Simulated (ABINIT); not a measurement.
Wanted: the native input for an ABINIT 10.8.3 (patched build) run.

| Property | Result |
| --- | --- |
| Task | band structure |
| Functional | TB-mBJ |
| Potentials or basis | JTH PAW LDA v2.0 |
| Cutoff | 707 eV |
| k mesh | 8 × 8 × 8 |
| Occupations | fermi-dirac, width 0.05 eV |
| Spin | no spin polarisation |
| Fine-grid cutoff | 1306.15 eV |

Crystal: SnSe.

```
Sn Se
1.0
     0.00000    3.01000    3.01000
     3.01000    0.00000    3.01000
     3.01000    3.01000    0.00000
Sn Se
1 1
Cartesian
  0.0000 0.0000 0.0000
  3.0100 3.0100 3.0100
```

Measurements of this composition are mostly on another form, of space group No. 62.

The input as run:

run.abi

```
ndtset 2

pp_dirpath "./"
pseudos "Sn.LDA_PW-JTH.xml, Se.LDA_PW-JTH.xml"

acell 4.2567828227 4.2567828227 4.2567828227 Angstrom
rprim
     0.0000000000     0.7071067812     0.7071067812
     0.7071067812     0.0000000000     0.7071067812
     0.7071067812     0.7071067812     0.0000000000
ntypat 2
znucl 50 34
natom 2
typat 1 2
xcart
     0.0000000000     0.0000000000     0.0000000000
     5.6880756351     5.6880756351     5.6880756351

ecut 26.0
pawecutdg 48.0

ixc -208012
usekden 1
pawxcdev 0

occopt 3
tsmear 0.00183747

nstep 100
diemix 0.3
optforces 0
optstress 0

iomode 3
prtwf 0
prteig 0
prtebands 0
prtden1 1
prtkden1 1

kptopt1 1
ngkpt1 8 8 8
nshiftk1 1
shiftk1 0.0 0.0 0.0
nband1 14
tolvrs1 1.0e-7

iscf2 -2
getden2 1
getkden2 1
nband2 20
nbdbuf2 4
tolwfr2 1.0e-11
kptopt2 -9
ndivsm2 8
prteig2 1
kptbounds2
     0.0000000000     0.0000000000     0.0000000000
     0.5000000000     0.0000000000     0.5000000000
     0.5000000000     0.2500000000     0.7500000000
     0.3750000000     0.3750000000     0.7500000000
     0.0000000000     0.0000000000     0.0000000000
     0.5000000000     0.5000000000     0.5000000000
     0.6250000000     0.2500000000     0.6250000000
     0.5000000000     0.2500000000     0.7500000000
     0.5000000000     0.5000000000     0.5000000000
     0.3750000000     0.3750000000     0.7500000000
```

Potentials or basis: JTH PAW LDA v2.0.

The run is started by

```sh
$ abinit run.abi > log 2>&1
```

It gave:

```json
{
  "Band gap on the k mesh": "0.14 eV, direct",
  "Band gap along the path": "0.04 eV, direct",
  "Valence electrons inside the program's atomic spheres": "Sn 11.73; Se 3.96"
}
```

Caveat: the constant c of TB-mBJ comes from the pseudo density here, which moves gaps by up to 0.3 eV between sets of potentials; spin-orbit coupling is left out, which moves the levels of the heavy elements; the mesh misses the band edges, which the band path finds closer together.

It took 14 min on 1 thread of Arm Neoverse V1 (shared host), peak memory 0.26 GiB.
